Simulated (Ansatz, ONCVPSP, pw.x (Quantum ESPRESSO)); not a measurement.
## What a changed setting does to a pw.x run (sc W)

Potential: optimised norm-conserving Vanderbilt (ONCV), ONCVPSP 4.0.1, PBE; core [Kr] 4d10 4f14, reference 5s2 5p6 5d4 6s0.5; waves: 5s+6s: rc 1.60 bohr, ncon 4, nbas 8, qcut 7 1/bohr, 2 projectors; 5p: rc 1.65 bohr, ncon 4, nbas 8, qcut 10.6 1/bohr, 2 projectors, debl 3.6 Ha; 5d: rc 1.64 bohr, ncon 3, nbas 7, qcut 6.1 1/bohr, 2 projectors, debl 1.4 Ha; local part: polynomial inside 1.50 bohr (lpopt 5, dvloc0 2 Ha); core correction: Teter function, fcfact 2, rcfact 1.65.

The reference run (k-mesh 12³, cutoffs 85/340 Ry, Fermi–Dirac 0.01 Ry, mixing_beta 0.4, conv_thr 1e-9, no spin) gives -4.91 GPa at 18.539 Å³/atom, where all-electron LAPW gives -2.09 GPa. This run, with its own iteration cap, changes nosym to true.

```
&control
  calculation='scf', prefix='x', pseudo_dir='./', outdir='./tmp', tstress=.true., disk_io='none'
/
&system
  ibrav=0, nat=1, ntyp=1, ecutwfc=85, ecutrho=340, nbnd=15,
  occupations='smearing', smearing='fd', degauss=0.01, nosym=.true.
/
&electrons
  conv_thr=1e-09, mixing_beta=0.4, electron_maxstep=60
/
ATOMIC_SPECIES
W 1.0 W.UPF
CELL_PARAMETERS angstrom
  2.64664343 0.00000000 0.00000000
  0.00000000 2.64664343 0.00000000
  0.00000000 0.00000000 2.64664343
ATOMIC_POSITIONS crystal
W 0.0000 0.0000 0.0000
K_POINTS automatic
12 12 12 0 0 0
```

```bash
pw.x < W.scf.in > W.scf.out
```

**Question.** How does the run end?

**Answer.** It converges in 9 iterations; the free energy moves by +0.0 meV/atom and the pressure by +0.00 GPa. The result is that of the reference run.

```
lattice parameter (alat)  =       5.0014  a.u.
     unit-cell volume          =     125.1074 (a.u.)^3
     number of electrons       =        14.00
     number of Kohn-Sham states=           15
     kinetic-energy cutoff     =      85.0000  Ry
     charge density cutoff     =     340.0000  Ry
     scf convergence threshold =      1.0E-09
     Exchange-correlation= PBE
     number of k points=   868  Fermi-Dirac smearing, width (Ry)=  0.0100
     iteration #  1     ecut=    85.00 Ry     beta= 0.40
     total energy              =    -145.16066643 Ry
     estimated scf accuracy    <       1.74454944 Ry
     iteration #  2     ecut=    85.00 Ry     beta= 0.40
     total energy              =    -145.20689262 Ry
     estimated scf accuracy    <       0.17340031 Ry
     iteration #  3     ecut=    85.00 Ry     beta= 0.40
     total energy              =    -145.24819668 Ry
     estimated scf accuracy    <       0.00261161 Ry
     [... 3 iterations left out ...]
     iteration #  7     ecut=    85.00 Ry     beta= 0.40
     total energy              =    -145.24860339 Ry
     estimated scf accuracy    <       0.00000003 Ry
     iteration #  8     ecut=    85.00 Ry     beta= 0.40
     total energy              =    -145.24860340 Ry
     estimated scf accuracy    <          1.5E-09 Ry
     iteration #  9     ecut=    85.00 Ry     beta= 0.40
     the Fermi energy is    18.6724 ev
!    total energy              =    -145.24860340 Ry
     estimated scf accuracy    <          2.0E-10 Ry
     smearing contrib. (-TS)   =      -0.00276737 Ry
     The total energy is F=E-TS. E is the sum of the following terms:
     one-electron contribution =     -27.82245564 Ry
     hartree contribution      =      20.14751030 Ry
     xc contribution           =     -26.38065730 Ry
     ewald contribution        =    -111.19023339 Ry
     convergence has been achieved in   9 iterations
          total   stress  (Ry/bohr**3)                   (kbar)     P=      -49.13
     Message from routine punch:
     Nothing written, as per user request (disk_io='none')
```

The run took about 1.9 min on one core of a shared host (AMD EPYC 9R14, 192 threads, 1480 GiB, load 34).
